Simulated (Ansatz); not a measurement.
# Boron (alpha-rhombohedral (B12)): adding exact exchange

Ansatz, plane waves with scalar-relativistic PAW, all at the revPBE geometry (a = 4.921 Å, c = 12.605 Å (c/a = 2.561)) on a 3×3×3 mesh, smearing 0.1 eV.

| functional | gap on the mesh (eV) | rough cost against revPBE |
| --- | --- | --- |
| revPBE | 1.64 | 1× |
| revPBE0 | 2.85 | 9× |

A gap read on a coarse mesh may be too large.
